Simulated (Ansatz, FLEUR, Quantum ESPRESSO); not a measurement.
# TiC: 6 runs at one level of theory

```
Ti C
1.0
     0.00000    2.16572    2.16572
     2.16572    0.00000    2.16572
     2.16572    2.16572    0.00000
Ti C
1 1
Cartesian
  0.0000 0.0000 0.0000
  2.1657 2.1657 2.1657
```

The cell is a database's computed one, not the measured one.

Alike in all runs: task equation of state; functional LDA; k mesh 11 × 11 × 11; occupations fermi-dirac, width 0.05 eV; no spin polarisation; no spin-orbit coupling. LDA stands for any of its common fits.

| program and potentials | plane-wave cutoff (eV) | notes | equilibrium volume (Å³/atom) | bulk modulus (GPa) |
| --- | --- | --- | --- | --- |
| Ansatz, Ansatz PAW | 420 | potentials made for PBE, which Ansatz adapts in part | ? | ? |
| FLEUR, all-electron, FLAPW | - | - | 9.67 | 282.9 |
| Quantum ESPRESSO, PseudoDojo 0.4.1 SR LDA standard | 1143 | - | 9.69 | 282.7 |
| Ansatz, PseudoDojo LDA | 1143 | - | 9.69 | 282.7 |
| Ansatz, JTH PAW LDA | 1230 | - | 9.70 | 282.2 |
| Ansatz, all-electron LAPW, scalar-relativistic | - | - | 9.67 | 282.9 |

Task: Estimate from the other rows what the run with Ansatz, Ansatz PAW gave.

Result: Equilibrium volume 9.67 Å³/atom; bulk modulus 282.8 GPa. The other rows, which needn't bracket it: equilibrium volume 9.67 to 9.70; bulk modulus 282.2 to 282.9.
